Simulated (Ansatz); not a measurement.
## Which functional gives which lattice for GaAs?

Starting cell:

```cif
data_structure
_symmetry_space_group_name_H-M 'F-43m'
_symmetry_Int_Tables_number 216
_cell_length_a 5.6537
_cell_length_b 5.6537
_cell_length_c 5.6537
_cell_angle_alpha 90.000
_cell_angle_beta 90.000
_cell_angle_gamma 90.000
_cell_volume 180.72
loop_
_atom_site_label
_atom_site_type_symbol
_atom_site_symmetry_multiplicity
_atom_site_Wyckoff_symbol
_atom_site_fract_x
_atom_site_fract_y
_atom_site_fract_z
_atom_site_occupancy
Ga1 Ga 4 a 0.00000 0.00000 0.00000 1
As1 As 4 c 0.25000 0.25000 0.25000 1
```

Ansatz, plane waves and PAW, scalar-relativistic (no spin–orbit coupling), 8×8×8 k-mesh. No spin polarisation. In the setting of the table the starting cell (space group F-43m) has 3.998 × 3.998 × 3.998 Å, angles 60.0 / 60.0 / 60.0°. Each functional was followed to zero pressure by scaling the cell, shape and atoms held, then fitted over four more volumes within ±4 % of it.

(1) What cell, stiffness and gap does each give?

## Answers

(1) 
```json
{"functional": "r2SCAN + D3(BJ)-ATM", "V0 (Å³/atom)": "22.49", "cell": "3.992 × 3.992 × 3.992 Å, angles 60.0 / 60.0 / 60.0°", "B0 (GPa)": "75", "B′ from the pressures": "4.6", "gap on the mesh": "1.05 eV", "cutoff (eV)": "500"}
{"functional": "revPBE + D4", "V0 (Å³/atom)": "22.39", "cell": "3.986 × 3.986 × 3.986 Å, angles 60.0 / 60.0 / 60.0°", "B0 (GPa)": "72", "B′ from the pressures": "4.7", "gap on the mesh": "0.67 eV", "cutoff (eV)": "420"}
{"functional": "PBEsol", "V0 (Å³/atom)": "22.65", "cell": "4.003 × 4.003 × 4.003 Å, angles 60.0 / 60.0 / 60.0°", "B0 (GPa)": "70", "B′ from the pressures": "4.7", "gap on the mesh": "0.41 eV", "cutoff (eV)": "420"}
{"functional": "r2SCAN + D4", "V0 (Å³/atom)": "22.46", "cell": "3.990 × 3.990 × 3.990 Å, angles 60.0 / 60.0 / 60.0°", "B0 (GPa)": "75", "B′ from the pressures": "4.6", "gap on the mesh": "1.06 eV", "cutoff (eV)": "500"}
```

The volumes span 1.2 %, from revPBE + D4 to PBEsol. The stiffness doesn't follow the volume steadily: stiffest r2SCAN + D3(BJ)-ATM (75 GPa at 22.49 Å³/atom) and r2SCAN + D4 (75 GPa at 22.46 Å³/atom), softest PBEsol (70 GPa at 22.65 Å³/atom), yet r2SCAN + D4 is stiffer than revPBE + D4 in a larger cell (75 against 72 GPa). Of 5 runs of this kind 1 is left out: 1 is in doubt (a loose fit, a gap or moment that comes and goes along the fit, no cell at zero pressure, a state that may not be the lowest or a known fault).

Caveats: gaps at these levels are rough, and mostly too small.

Points behind the fit for revPBE + D4:

```csv
V (Å³/atom),E − Emin (meV/atom),P (GPa)
21.494,8.71,3.24
21.942,2.10,1.53
22.389,0.00,0.00
22.837,1.94,-1.36
23.285,7.48,-2.58
```

The four functionals nearly agree on the lattice of GaAs but not on its gap. The cell edges run only from 3.986 to 4.003 Å, on either side of the starting cell, while the gap runs from 0.41 eV with PBEsol to 1.06 eV with r2SCAN + D4. The conduction-band minimum at the zone centre is an antibonding, largely s-like state, which rises on compression relative to the As p-like valence top, so a smaller cell should widen the gap. Volume alone can't account for the order, though: revPBE + D4 has the smallest cell, yet its gap of 0.67 eV lies well below both r2SCAN values. The larger r2SCAN gaps probably reflect the dependence of that functional on the kinetic-energy density. Exchanging D3(BJ)-ATM for D4 hardly changes cell, stiffness or gap, which shows that the choice between these two corrections matters little here, not that dispersion itself is negligible. Spin–orbit coupling would split the valence top and push its upper edge upwards, narrowing all four gaps.
